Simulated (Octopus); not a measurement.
Crystal: LiCl.

```
Cl Li
1.0
     0.00000    2.56477    2.56477
     2.56477    0.00000    2.56477
     2.56477    2.56477    0.00000
Cl Li
1 1
Direct
  0.50000 0.50000 0.50000
  0.00000 0.00000 0.00000
```

Base run:

| Property | Result |
| --- | --- |
| Program | Octopus 16.4 |
| Functional | PBE |
| Potentials or basis | pseudodojo_pbe (PseudoDojo 0.5, PBE) |
| Grid spacing | 0.140 Å |
| k mesh | 9 × 9 × 9 |
| Occupations | fermi-dirac, width 0.05 eV |
| Spin | no spin polarisation |

Its results: band gap on the k mesh 6.33 eV, direct.

Problem. The run is repeated on the same cell with these changes: functional from PBE to PBEsol; potentials or basis from pseudodojo_pbe (PseudoDojo 0.5, PBE) to pseudodojo_pbesol (PseudoDojo 0.4, PBEsol). What comes out?

Solution. Band gap on the k mesh 6.13 eV, direct.

Caveats: an odd mesh through Γ misses points on the zone boundary, where band edges often lie.

Not every run made on this cell is shown here.
